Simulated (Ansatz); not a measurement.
# Hg: stress in a strained cell

Hg is deformed so: xy engineering shear strain of +4 %. What stress and forces result, by LAPW, PAW and all-electron datasets made for the crystal?

Computed with Ansatz 0.2.0 (DFT PBE, scalar-relativistic, unless a step's input says otherwise).

1 further run of the same task is left out (set aside as unsound or not needed).

**1. The system as given**

Symmetry: Im-3m, No. 229, cubic system. Conventional cell: a = 3.892 Å, b = 3.892 Å, c = 3.892 Å, α = 90.00°, β = 90.00°, γ = 90.00°. Around Hg (site symmetry m-3m) lie 8 Hg at 3.37 Å.

Structure file:

```
CELL_PARAMETERS angstrom
-1.94586 1.94586 1.94586
1.94586 -1.94586 1.94586
1.94586 1.94586 -1.94586
ATOMIC_POSITIONS crystal
Hg 0.00000 0.00000 0.00000
```

**2. The deformed structure**

Space group Im-3m before, Fmmm after.

**3. All-electron LAPW**

File input.yaml:

```yaml
crystal:
  lattice:
    - [-1.9069389105, 1.9069389105, 1.9458560311]
    - [1.9069389105, -1.9069389105, 1.9458560311]
    - [1.9847731517, 1.9847731517, -1.9458560311]
  atoms:
    - { symbol: Hg, position: [0.0, 0.0, 0.0] }
kpoints:
  mp_grid: { grid: [16, 16, 16] }
scf:
  occupations: { method: fermi_dirac, width: 0.05 }
hamiltonian:
  xc: pbe
  pseudopotentials: { kind: all_electron, lapw: { basis_error: 0.00025 } }
output:
  forces: true
  stress: true
  eigenvalues: true
```

**4. Frozen-core PAW**

Edit input.yaml of step 3 so:

```diff
@@ -13,3 +13,3 @@
   xc: pbe
-  pseudopotentials: { kind: all_electron, lapw: { basis_error: 0.00025 } }
+  pseudopotentials: { kind: paw }
 output:
@@ -18 +18,2 @@
   eigenvalues: true
+  efg: { contact_densities: true }
```

**5. All-electron PAW on datasets made for the crystal**

Edit input.yaml of step 4 so:

```diff
@@ -13,3 +13,3 @@
   xc: pbe
-  pseudopotentials: { kind: paw }
+  pseudopotentials: { kind: all_electron, datasets: crystal }
 output:
```

(Steps that only read results are left out.)

Q: Predict the outcome of this session. Wanted: pressure; largest shear or deviatoric stress.

As calculated:

| quantity | value |
| --- | --- |
| pressure | LAPW -0.02, PAW -0.01, crystal datasets -0.02 GPa |
| largest shear or deviatoric stress (LAPW) | 0.12 GPa |

The largest part of the stress beyond the pressure is 0.12 GPa in size, in the xy component. No run of the undeformed cell stands beside it, so the pressure holds what the given cell had before the change. PAW: stress within 0.01 GPa of LAPW. Crystal datasets: stress within 0.01 GPa of LAPW. Spin-orbit coupling is left out, though the cell holds Hg; in elements this heavy it can shift bands and gaps by tenths of an eV.
